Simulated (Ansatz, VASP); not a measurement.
# MnGa4 in two plane-wave programs, part 2 of 2

Wanted: the spread between two codes on one cell, functional and k mesh.

VASP 6.6.1 and Ansatz 0.2.0.

So far. Step 2 (VASP: single point, LDA): At this level the cell is under a tension of 5.4 GPa, so at these settings it is away from equilibrium.

## Step 3: Ansatz: single point, LDA

Level of this step: Ansatz beside VASP: Kohn-Sham DFT, plane waves, LDA (Ansatz).

Ansatz runs on its default PAW (the set named soft_2) files.

The same cell, functional (in two slightly different forms), mesh and smearing now go to Ansatz, which takes its cutoff from its data sets.

input.yaml

```yaml
crystal:
  lattice:
    - [-5.54372878, 5.54372878, 5.54372878]
    - [0.0, 0.0, 5.54372878]
    - [0.0, 5.54372878, 0.0]
  atoms:
    - { symbol: Mn, position: [0.0, 0.0, 0.0], spin: 4.0 }
    - { symbol: Mn, position: [0.5, 0.0, 0.0], spin: -4.0 }
    - { symbol: Ga, position: [0.75, 0.0, 0.5] }
    - { symbol: Ga, position: [0.25, 0.0, 0.5] }
    - { symbol: Ga, position: [0.75, 0.5, 0.0] }
    - { symbol: Ga, position: [0.25, 0.5, 0.0] }
    - { symbol: Ga, position: [0.25, 0.0, 0.0] }
    - { symbol: Ga, position: [0.75, 0.0, 0.0] }
    - { symbol: Ga, position: [0.75, 0.5, 0.5] }
    - { symbol: Ga, position: [0.25, 0.5, 0.5] }
hamiltonian:
  xc: lda
  pseudopotentials: { kind: paw }
magnetization:
  spin_polarized: true
kpoints:
  mp_grid: { grid: [6, 6, 6] }
scf:
  occupations: { method: fermi_dirac, width: 0.05 }
  n_extra_bands: 12
output:
  forces: true
  stress: true
  eigenvalues: true
  write_density: true
  write_potential: true
  elf: true
  volumetric_format: npy
```

On the command line:

```sh
$ ansatz run input.yaml --threads 4 --pin off --max-ram 9216MiB --backend cpu --events-out ev --progress --plain --runs-dir out
```

Numbers of over 12 decimals in the logs are rounded to 6 here.

The log of the run:

```text
scf.n_extra_bands = 12 over 67 filled bands (N_el = 134.0): the run solves 79 bands
Engine: ansatz 0.2.0, aarch64-unknown-linux-gnu
Pseudopotentials: kind: paw
Pseudopotential: Mn, paw, valence charge 15, recommended cutoff 420 eV (normal), Mn.paw.azcp
Pseudopotential: Ga, paw, valence charge 13, recommended cutoff 420 eV (normal), Ga.paw.azcp
Functional definition: SPW92
  exchange = slater_x
  correlation = pw_c
Crystal: 10 atoms, lattice volume = 170.375 Å³
Basis set: ecut = 420 eV, 3287 PW (Γ)
Bands: 79, of which v1, the nominal top of the filled ones, is band 67 counted from 1 (66 counted from 0)
Symmetry: 48 space group operations
Space group: Pm-3m (ITA 221), of the structure as read, at distance tolerance 5.5e-5 Å
Magnetic group: BNS 221.97 (UNI 1599), of the structure as read, at distance tolerance 5.5e-5 Å
k-points: 20 of 216
Non-local potential: Mn, projectors of the file, l = 0: 3, l = 1: 2, l = 2: 3, l = 3: 1
Non-local potential: Ga, projectors of the file, l = 0: 2, l = 1: 2, l = 2: 3, l = 3: 1
PAW form: soft (Blöchl's): semilocal exchange-correlation on the pseudo side does not see the compensation charge
PAW frozen core: Mn, regenerated for the run's functional, and the local potential with it (the file was generated under x = pbe(κ = 0.804, μ = 0.219515), c = pbe(β = 0.066725))
PAW frozen core: Ga, regenerated for the run's functional, and the local potential with it (the file was generated under x = pbe(κ = 0.804, μ = 0.219515), c = pbe(β = 0.066725))
PAW one-centre angular grid: Mn, 590 points (default); XC on 64 Gauss nodes
PAW one-centre angular grid: Ga, 590 points (default); XC on 64 Gauss nodes
Initial density: superposition of atomic densities (chi_scale 0.1, normalization cell)
Starting moments: Σ|m| = 8 μB on 2 of 10 sites
Starting magnetic order: antiferromagnet; a translation exchanges its spin sublattices: spin-degenerate at every k-point
Initial wavefunctions: pseudopotential atomic-orbital guess
Functional: x = slater, c = lda
SCF iter   1: F=—  HF=-37341.943610 eV  |F-HF|=—  |Δ(HF+E_count)|=         —  Δρ=1.05e-1 (↑1.05e-1 ↓1.05e-1)  dr2=5.70e0  dr2_m=1.61e1  M=0.000 μB ∫|m|=2.870 μB  β_m=0.30  ethr=3.10e-3  ⟨swp⟩=6.4  Hψ=5296  notcnv=0
Mixer restart at iter 1: flushing history
preconditioner: auto → Kerker (q_TF=auto, 2.621 Å⁻¹)  [metal: Δε(μ)=0.067 eV  Ē_g=13.309 eV  σ=0.050 eV  W_gap=0.32  n_scr=56 (ndim 8)  ℏωp=30.9 eV  f_vac=0.000  D(μ)=4.61/eV (n_scr^D=26)]
spin=Collinear: Kerker preconditioning applied to the charge; magnetization (m = ρ↑ − ρ↓) channel mixes plain (no charge-response kernel on spin).
SCF iter   2: F=—  HF=-37339.847411 eV  |F-HF|=—  |Δ(HF+E_count)|=    2.10e0  Δρ=6.97e-2 (↑6.97e-2 ↓6.97e-2)  dr2=5.56e0  dr2_m=7.06e0  M=0.000 μB ∫|m|=3.050 μB  β_m=0.59  ethr=3.10e-3  ⟨swp⟩=2.0  Hψ=1991  notcnv=0  defer=50
SCF iter   3: F=—  HF=-37341.592306 eV  |F-HF|=—  |Δ(HF+E_count)|=    1.74e0  Δρ=3.27e-2 (↑3.27e-2 ↓3.27e-2)  dr2=1.78e0  dr2_m=1.24e0  M=0.000 μB ∫|m|=2.277 μB  β_m=0.61  ethr=3.10e-3  ⟨swp⟩=4.3  Hψ=3413  notcnv=0  defer=48
SCF iter   4: F=—  HF=-37340.340090 eV  |F-HF|=—  |Δ(HF+E_count)|=    1.25e0  Δρ=6.88e-3 (↑6.88e-3 ↓6.88e-3)  dr2=6.46e-1  dr2_m=2.77e-2  M=0.000 μB ∫|m|=1.953 μB  β_m=0.68  ethr=1.33e-3  ⟨swp⟩=3.0  Hψ=3457  notcnv=0  defer=45
SCF iter   5: F=—  HF=-37339.940759 eV  |F-HF|=—  |Δ(HF+E_count)|=   3.99e-1  Δρ=1.08e-2 (↑1.08e-2 ↓1.08e-2)  dr2=6.74e-1  dr2_m=3.07e-2  M=0.000 μB ∫|m|=1.739 μB  β_m=0.65  ethr=4.82e-4  ⟨swp⟩=4.3  Hψ=3265  notcnv=0  defer=45
SCF iter   6: F=—  HF=-37340.238254 eV  |F-HF|=—  |Δ(HF+E_count)|=   2.97e-1  Δρ=9.64e-3 (↑9.64e-3 ↓9.64e-3)  dr2=5.81e-1  dr2_m=1.98e-2  M=0.000 μB ∫|m|=1.880 μB  β_m=0.82  ethr=4.82e-4  ⟨swp⟩=2.2  Hψ=1979  notcnv=0  defer=48
SCF iter   7: F=—  HF=-37340.377099 eV  |F-HF|=—  |Δ(HF+E_count)|=   1.39e-1  Δρ=1.11e-3 (↑1.11e-3 ↓1.11e-3)  dr2=9.06e-3  dr2_m=3.68e-4  M=0.000 μB ∫|m|=2.152 μB  β_m=0.81  ethr=4.34e-4  ⟨swp⟩=3.0  Hψ=2250  notcnv=0  defer=48
SCF iter   8: F=—  HF=-37340.374128 eV  |F-HF|=—  |Δ(HF+E_count)|=   2.97e-3  Δρ=9.28e-4 (↑9.28e-4 ↓9.28e-4)  dr2=1.49e-3  dr2_m=1.08e-3  M=0.000 μB ∫|m|=2.165 μB  β_m=0.90  ethr=6.76e-6  ⟨swp⟩=2.0  Hψ=2788  notcnv=0  defer=46
SCF iter   9: F=—  HF=-37340.373673 eV  |F-HF|=—  |Δ(HF+E_count)|=   4.56e-4  Δρ=4.14e-4 (↑4.14e-4 ↓4.14e-4)  dr2=1.34e-3  dr2_m=3.26e-5  M=0.000 μB ∫|m|=2.191 μB  β_m=0.95  ethr=1.11e-6  ⟨swp⟩=2.5  Hψ=2335  notcnv=0  defer=46
SCF iter  10: F=—  HF=-37340.373730 eV  |F-HF|=—  |Δ(HF+E_count)|=   5.78e-5  Δρ=1.15e-4 (↑1.15e-4 ↓1.15e-4)  dr2=9.13e-5  dr2_m=3.86e-6  M=0.000 μB ∫|m|=2.193 μB  β_m=0.98  ethr=9.97e-7  ⟨swp⟩=2.0  Hψ=1789  notcnv=0  defer=46
SCF iter  11: F=—  HF=-37340.373732 eV  |F-HF|=—  |Δ(HF+E_count)|=   1.73e-6  Δρ=2.01e-5 (↑2.01e-5 ↓2.01e-5)  dr2=1.09e-6  dr2_m=5.08e-7  M=0.000 μB ∫|m|=2.193 μB  β_m=0.99  ethr=6.81e-8  ⟨swp⟩=2.0  Hψ=1968  notcnv=0  defer=46
SCF iter  12: F=—  HF=-37340.373732 eV  |F-HF|=—  |Δ(HF+E_count)|=   3.82e-7  Δρ=5.41e-6 (↑5.41e-6 ↓5.41e-6)  dr2=1.66e-7  dr2_m=1.12e-8  M=0.000 μB ∫|m|=2.194 μB  β_m=0.98  ethr=8.14e-10  ⟨swp⟩=2.0  Hψ=2091  notcnv=0  defer=46
SCF iter  13: F=—  HF=-37340.373733 eV  |F-HF|=—  |Δ(HF+E_count)|=   1.62e-8  Δρ=4.70e-7 (↑4.70e-7 ↓4.70e-7)  dr2=9.42e-10  dr2_m=1.73e-10  M=0.000 μB ∫|m|=2.194 μB  β_m=0.99  ethr=1.24e-10  ⟨swp⟩=2.0  Hψ=1932  notcnv=0  defer=46
SCF iter  14: F=-37340.373733 eV  HF=-37340.373733 eV  |F-HF|=8.73e-10  |Δ(HF+E_count)|=  2.18e-11  Δρ=3.46e-7 (↑3.46e-7 ↓3.46e-7)  dr2=9.62e-10  dr2_m=6.06e-12  M=0.000 μB ∫|m|=2.194 μB  ethr=1.00e-12  ⟨swp⟩=10.9  Hψ=9556  notcnv=0
SCF 1 converged in 14 iterations: F = -37340.373733 eV  dr2 = 9.62e-10
  greatest PAW one-centre occupation: 1.001 electrons in one spin orbital (limit 2), on the Mn atom at site 1 (counted from 0), in its partial waves of l = 1
SCF converged after 14 iterations
Magnetization: 0.0000 μB (67.0000 up, 67.0000 down)
Absolute magnetization: 2.2058 μB (∫|ρ↑−ρ↓|, with the PAW one-centre terms)
Spin contamination: 0.6358 ħ² per cell (⟨S²⟩ above its minimum at these occupations)
Per-site moments (μB) at R_I (Å): [(0.878007, 0.990208), (-0.878007, 0.990208), (2.9037159658418605e-17, 0.990208), (-2.770725634139599e-17, 0.990208), (2.524872437556204e-17, 0.990208), (-2.3918821058539488e-17, 0.990208), (-7.83777972773464e-18, 0.990208), (1.382356867989394e-16, 0.990208), (2.1662390167728208e-17, 0.990208), (-2.2992293484750862e-17, 0.990208)]
Free energy (F): -37340.373733 eV
Harris-Foulkes:  -37340.373733 eV  (|F-HF|=8.73e-10)
Internal energy: -37340.334433 eV  (E = F + TS)
E sigma→0 (E₀):  -37340.354083 eV
Entropy (-TS):   -0.039300 eV (-3.930 meV/atom)
Fermi energy:    10.960731 eV
--- Per-component energies (eV) ---
  E_band       = -790.320516
  E_kinetic    = 1553.068569
  E_local      = -19465.057022  (includes V_loc(G=0)·N_el)
  E_nonlocal   = 3883.471506
  E_hartree    = 8941.904204
  E_xc         = -785.953623
  E_vxc        = -771.086167  (∫ρ·V_xc dr)
  E_paw        = -17766.799237  (= ΣΔE_a)
  E_vpaw       = -3874.528277  (= ΣTr[D̂ρ^β])
  E_aug_tail   = -0.000670  (compensation charges beyond the density's cutoff)
  E_ewald      = -13715.563906
  E_core_change = 14.595745  (= ΣΔE_core)
  E_smearing   = -0.039300  (= −TS)
  E_closure    = -0.000000  (closes the sum)
  Σ components = -37340.373733   (vs F -37340.373733, Δ=0.00e0)
--- Forces (eV/Å), atoms counted from 1 ---
  atom   1  Mn    -0.00000000    -0.00000000    -0.00000000
  atom   2  Mn    -0.00000000    -0.00000000    -0.00000000
  atom   3  Ga     0.00000000     0.00000000    -0.00000000
  atom   4  Ga    -0.00000000    -0.00000000     0.00000000
  atom   5  Ga     0.00000000    -0.00000000     0.00000000
  atom   6  Ga    -0.00000000     0.00000000    -0.00000000
  atom   7  Ga    -0.00000000     0.00000000     0.00000000
  atom   8  Ga     0.00000000    -0.00000000    -0.00000000
  atom   9  Ga     0.00000000     0.00000000     0.00000000
  atom  10  Ga    -0.00000000    -0.00000000    -0.00000000
  max |Σ_I F_I| component: 3.60e-28 eV/Å
--- Stress (GPa, compression-positive) ---
       -4.933343       0.000000       0.000000
       -0.000000      -4.933343       0.000000
       -0.000000      -0.000000      -4.933343
  P = ⅓ Tr σ = -4.9333 GPa (-49.333 kbar)
--- Band table (eV; the first three rows and the last of 40) ---
  k-point 0 ↑: bands = [... 63 lower, 8.9971, 9.6111, 9.6111, 9.7519, 9.7519, 9.7519, 11.0741, 11.0741, ... 8 higher]
  k-point 1 ↑: bands = [... 63 lower, 8.9943, 9.1014, 9.2748, 10.2618, 10.4631, 10.4752, 11.1703, 11.1745, ... 8 higher]
  k-point 2 ↑: bands = [... 63 lower, 8.8945, 9.1852, 9.3148, 10.9102, 11.1492, 11.2612, 11.4295, 11.6079, ... 8 higher]
  k-point 19 ↓: bands = [... 63 lower, 9.3558, 9.7106, 9.7106, 13.6423, 13.6423, 13.6423, 13.6574, 13.6574, ... 8 higher]
```

Wall time 16 s (4 threads of Arm Neoverse V1, shared host); peak memory 0.89 GiB.

The column dr2 measures how far the density is from self-consistency, as an energy; F and HF (Harris–Foulkes) agree once it is small.

The run ends at a pressure of -4.93 GPa.

## Step 4: Differences

Known differences besides the potentials themselves: the two LDA forms differ slightly; the data sets hold 134 valence electrons in Ansatz (default PAW (the set named soft_2) files) and 130 in VASP; the cutoff is 420 eV in Ansatz and 400 eV in VASP; Ansatz makes its cores anew for this functional, VASP keeps those of its PBE data sets; VASP's log shows a relativistic correction to its local exchange, Ansatz's none; site moments are counted in spheres of each program's own size. Total energies have different zeros and are not compared.

The two programs side by side:

| quantity | Ansatz | VASP | difference |
| --- | --- | --- | --- |
| pressure (GPa) | -4.93 | -5.37 | +0.43 |
| moment on Mn1 (μB) | 0.88 | 0.81 | +0.06 |
| moment on Mn2 (μB) | -0.88 | -0.81 | -0.06 |

## Step 5: VASP: relaxation of cell and atoms, PBEsol

The relaxed volume is the usual yardstick between codes: its relative difference is about their pressure difference at one cell divided by the bulk modulus.

INCAR

```
SYSTEM = MnGa4
PREC = Accurate
ENCUT = 520
EDIFF = 1E-06
NELM = 100
ISMEAR = -1
SIGMA = 0.05
LREAL = .FALSE.
ALGO = Normal
GGA = PS
NBANDS = 43
ISPIN = 2
MAGMOM = 0.37 -0.01 -0.01 -0.01 -0.01
LASPH = .TRUE.
LMAXMIX = 4
LORBIT = 11
LWAVE = .FALSE.
LCHARG = .FALSE.
KPAR = 8
IBRION = 2
NSW = 60
ISIF = 3
EDIFFG = -0.01
```

POSCAR

```
MnGa4
1.0
   -2.7718643900      2.7718643900      2.7718643900
    2.7718643900     -2.7718643900      2.7718643900
    2.7718643900      2.7718643900     -2.7718643900
Mn Ga
1 4
Direct
    0.0000000000      0.0000000000      0.0000000000
    0.0000000000      0.0000000000      0.5000000000
    0.0000000000      0.5000000000      0.0000000000
    0.5000000000      0.0000000000      0.0000000000
    0.5000000000      0.5000000000      0.5000000000
```

KPOINTS

```
Automatic mesh
0
Gamma
6 6 6
0 0 0
```

The projector-augmented-wave data sets are Mn_pv and Ga_d (PBE family, release 64).

On the command line:

```sh
$ mpirun -np 8 vasp_std
```

The log of the run:

```text
[banner, memory and clock lines left out]
running    8 mpi-ranks, on    1 nodes
[...]
[... a notice as in an earlier step ...]

 [... a notice as in an earlier step ...]

 LDA part: xc-table for (Slater+PW92), standard interpolation
 POSCAR, INCAR and KPOINTS ok, starting setup
[...]
entering main loop
       N       E                     dE             d eps       ncg     rms          rms(c)
DAV:   1     0.578344165286E+03    0.57834E+03   -0.31131E+04  2988   0.280E+03
DAV:   2     0.579499697140E+02   -0.52039E+03   -0.49715E+03  2768   0.620E+02
DAV:   3    -0.223957283953E+02   -0.80346E+02   -0.77672E+02  3074   0.190E+02
DAV:   4    -0.258022544560E+02   -0.34065E+01   -0.33735E+01  3321   0.430E+01
[...]
DAV:  13    -0.240765275372E+02   -0.99029E-04   -0.41960E-04  3161   0.927E-02    0.348E-02
DAV:  14    -0.240765358545E+02   -0.83173E-05   -0.31342E-05  3240   0.323E-02    0.144E-02
DAV:  15    -0.240765367446E+02   -0.89009E-06   -0.26272E-06  2382   0.108E-02
[...]
DAV:  11    -0.240822194635E+02   -0.22466E-06   -0.45463E-07  1583   0.488E-03
   2 F= -.24082219E+02 E0= -.24075263E+02  d E =-.568272E-02  mag=     0.4178
 trial-energy change:   -0.005683  1 .order   -0.005800   -0.027577    0.015976
 step:   0.6294(harm=  0.6332)  dis= 0.00000  next Energy=   -24.085186 (dE=-0.865E-02)
[...]
N       E                     dE             d eps       ncg     rms          rms(c)
DAV:   1    -0.242284111085E+02   -0.14619E+00   -0.12800E+00  2916   0.130E+01    0.362E+00
DAV:   2    -0.249898260627E+02   -0.76141E+00   -0.20641E+00  2946   0.115E+01    0.105E+01
DAV:   3    -0.240928308432E+02    0.89700E+00   -0.12671E+00  2954   0.850E+00    0.793E-01
DAV:   4    -0.240867124947E+02    0.61183E-02   -0.55216E-02  3227   0.155E+00    0.273E-01
DAV:   5    -0.240854318761E+02    0.12806E-02   -0.28651E-03  2869   0.485E-01    0.107E-01
DAV:   6    -0.240852275327E+02    0.20434E-03   -0.34914E-04  3630   0.154E-01    0.420E-02
DAV:   7    -0.240852235647E+02    0.39680E-05   -0.25539E-05  3434   0.368E-02    0.165E-02
DAV:   8    -0.240852243869E+02   -0.82218E-06   -0.22220E-06  2132   0.876E-03
   3 F= -.24085224E+02 E0= -.24078214E+02  d E =-.868764E-02  mag=     0.4284
[...]
reached required accuracy - stopping structural energy minimisation
```

Parts of OUTCAR (step 5):

```text
  Total        0.0107345      0.0107345      0.0107345      0.0000000     -0.0000000      0.0000000
  in kB        0.2055245      0.2055245      0.2055245      0.0000000     -0.0000000      0.0000000
  external PRESSURE =       0.2055245 kB  Pullay stress =       0.0000000 kB

 POSITION                                       TOTAL-FORCE (eV/Angst)
 -----------------------------------------------------------------------------------
      0.00000     -0.00000      0.00000        -0.000000      0.000000     -0.000000
      1.37772      1.37772     -1.37772         0.000000      0.000000      0.000000
      1.37772     -1.37772      1.37772         0.000000     -0.000000      0.000000
     -1.37772      1.37772      1.37772        -0.000000     -0.000000      0.000000
      1.37772      1.37772      1.37772        -0.000000     -0.000000     -0.000000
 -----------------------------------------------------------------------------------
    total drift:                               -0.000000     -0.000000      0.000000

  FREE ENERGIE OF THE ION-ELECTRON SYSTEM (eV)
  ---------------------------------------------------
  free  energy   TOTEN  =       -24.0852243869 eV

  energy  without entropy=      -24.0712027751  energy(sigma->0) =      -24.07821358

 reached required accuracy - stopping structural energy minimisation

 magnetization (x)
# of ion       s       p       d       tot
------------------------------------------
    1        0.001   0.000   0.515   0.517
    2       -0.006  -0.012  -0.001  -0.019
    3       -0.006  -0.012  -0.001  -0.019
    4       -0.006  -0.012  -0.001  -0.019
    5       -0.006  -0.012  -0.001  -0.019
--------------------------------------------------
tot         -0.023  -0.048   0.510   0.440

[... 3 further parts left out ...]
[key lines of the parts left out:]
E-fermi :   6.3331
```

Experiment finds antiferromagnetic order in this phase (below 393 K, arxiv:1802.03256), so this ferromagnetic run describes another state.

## Step 6: Ansatz: relaxation of cell and atoms, PBEsol

The same cell, functional, mesh and smearing now go to Ansatz, which takes its cutoff from its data sets.

input.yaml

```yaml
crystal:
  lattice:
    - [-2.77186439, 2.77186439, 2.77186439]
    - [2.77186439, -2.77186439, 2.77186439]
    - [2.77186439, 2.77186439, -2.77186439]
  atoms:
    - { symbol: Mn, position: [0.0, 0.0, 0.0], spin: 0.37 }
    - { symbol: Ga, position: [0.0, 0.0, 0.5], spin: -0.01 }
    - { symbol: Ga, position: [0.0, 0.5, 0.0], spin: -0.01 }
    - { symbol: Ga, position: [0.5, 0.0, 0.0], spin: -0.01 }
    - { symbol: Ga, position: [0.5, 0.5, 0.5], spin: -0.01 }
hamiltonian:
  xc: pbesol
  pseudopotentials: { kind: paw }
magnetization:
  spin_polarized: true
kpoints:
  mp_grid: { grid: [6, 6, 6] }
scf:
  occupations: { method: fermi_dirac, width: 0.05 }
relax:
  f_tol: 0.01
  max_steps: 60
  cell: { stress_tol: 0.05 }
output:
  forces: true
  stress: true
```

On the command line:

```sh
$ ansatz run input.yaml --threads 4 --pin off --max-ram 9216MiB --backend cpu --events-out ev --progress --plain --runs-dir out
```

The log of the run:

```text
[...]
Crystal: 5 atoms, lattice volume = 85.188 Å³
Basis set: ecut = 420 eV, 1601 PW (Γ), exchange–correlation on 72×72×72 points (8 copies of the dense FFT grid, shifted against one another)
Bands: 41, of which v1, the nominal top of the filled ones, is band 34 counted from 1 (33 counted from 0)
Symmetry: 48 space group operations
[...]
cell:  # Å, volume = 83.5594 Å³
    - [-2.754092, 2.754092, 2.754092]
    - [2.754092, -2.754092, 2.754092]
    - [2.754092, 2.754092, -2.754092]
  atoms:
    - { symbol: Mn, position: [0, 0, 0] }
    - { symbol: Ga, position: [0.0, 0.0, 0.5] }
    - { symbol: Ga, position: [0.0, 0.5, 0.0] }
    - { symbol: Ga, position: [0.5, 0.0, 0.0] }
    - { symbol: Ga, position: [0.5, 0.5, 0.5] }
[key lines of the parts left out:]
SCF converged after 9 iterations
Magnetization: 0.4267 μB (33.7133 up, 33.2867 down)
Free energy (F): -18842.537103 eV
Fermi energy:    11.378203 eV
P = ⅓ Tr σ = 0.0161 GPa (0.161 kbar)
```

Elapsed: 11 s, on 4 threads; peak memory 0.5 GiB.

## Step 7: Differences

What differs besides the data sets and the points named for the pairs above, as far as they apply: both relaxations stop at a tolerance, which leaves soft axes loose, and VASP keeps its plane-wave basis; the data sets hold 67 valence electrons in Ansatz (default PAW (the set named soft_2) files) and 65 in VASP; the cutoff is 420 eV in Ansatz and 520 eV in VASP; Ansatz adds a Pulay correction to the stress that steers its cell, VASP none. Total energies have different zeros and are not compared.

Compared:

| quantity | Ansatz | VASP | difference |
| --- | --- | --- | --- |
| volume (Å³) | 83.56 | 83.68 | -0.15 % |
| edge a after relaxation, in the typed setting (Å) | 4.770 | 4.773 | -0.05 % |
| total moment (μB) | 0.43 | 0.43 | 0.00 |
| moment on Mn1 (μB) | 0.50 | 0.52 | -0.02 |

The walks stopped with 0.02 GPa left in Ansatz and 0.02 GPa in VASP; each walk ends within a tolerance, so the volume difference is uncertain by about these residues over the bulk modulus, most in soft cells.

## Step 8: Outcome

- difference in moment on Mn1 (single point, LDA): 0.064 μB
- difference in volume (relaxation of cell and atoms, PBEsol): -0.15 %

What this shows: The difference in volume is -0.15 % (relaxation of cell and atoms, PBEsol), within the 1.2 % picked in this series as the mark of a large difference, as far as the stopping tolerances let one tell. How closely two codes agree says nothing of how well the functional describes the real material.

[Lines on the potential files, build, host, timing and source positions are cut from VASP's logs without a mark.]

[Logs are printed without paths, hosts, clocks, repeated set-up lines and the standing remarks that a program may print on its own settings, such as how far it seeks lower states.]

[Hosts, paths, dates, database ids (printed as entryN), source tags and the programs' standing remarks are cut or masked in the printed files.]
